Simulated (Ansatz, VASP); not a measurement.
Si: VASP beside Ansatz

File INCAR:

```
PREC = Accurate
ENCUT = 520
EDIFF = 1E-6
ISMEAR = 0
SIGMA = 0.15
LREAL = F
LASPH = T
NELM = 60
ALGO = Normal
ISIF = 2
LWAVE = F
LCHARG = F
NBANDS = 8
```

KPOINTS

```
Automatic mesh
0
Gamma
  22 22 22
```

File POSCAR:

```
Si
1.0
   -1.5781074821      1.5781074821      1.3401347978
    1.5781074821     -1.5781074821      1.3401347978
    1.5781074821      1.5781074821     -1.3401347978
Si
1
Direct
    0.0000000000      0.0000000000      0.0000000000
```

Input for Ansatz:

```yaml
crystal:
  lattice:
    - [-1.5781074821, 1.5781074821, 1.3401347978]
    - [1.5781074821, -1.5781074821, 1.3401347978]
    - [1.5781074821, 1.5781074821, -1.3401347978]
  atoms:
    - { symbol: Si, position: [0.0, 0.0, 0.0] }
basis:
  ecutwfc: 420
kpoints:
  mp_grid: { grid: [22, 22, 22] }
hamiltonian:
  xc: lda
scf:
  occupations: { method: gaussian, width: 0.15 }
output:
  forces: true
  stress: true
  eigenvalues: true
```

Change from the starting cell: strain -0.030 along x and y, +0.015 along z, atoms carried along.

Alike in both runs: task single point; functional LDA; k mesh 22 × 22 × 22; occupations gaussian, width 0.15 eV; no spin polarisation.

|  | VASP | Ansatz |
| --- | --- | --- |
| version | VASP 6.6.1 | Ansatz 0.2.0 |
| potentials or method | VASP PAW LDA potentials, release 64 (Si) | scalar-relativistic, plane waves, PAW |
| plane-wave cutoff (eV) | 520 | 420 |
| valence electrons in the cell | 4 | 4 |

Ansatz gave:

- gap on the k mesh at the Fermi level (eV): none
- pressure (GPa): 4.8
- largest component of the traceless stress (GPa): 2.10

Question: Estimate VASP's values.

Answer: gap on the k mesh at the Fermi level (eV): none; pressure (GPa): 4.9; largest component of the traceless stress (GPa): 2.14.

A gap of «none» marks a metal or a gap that the smearing closes.
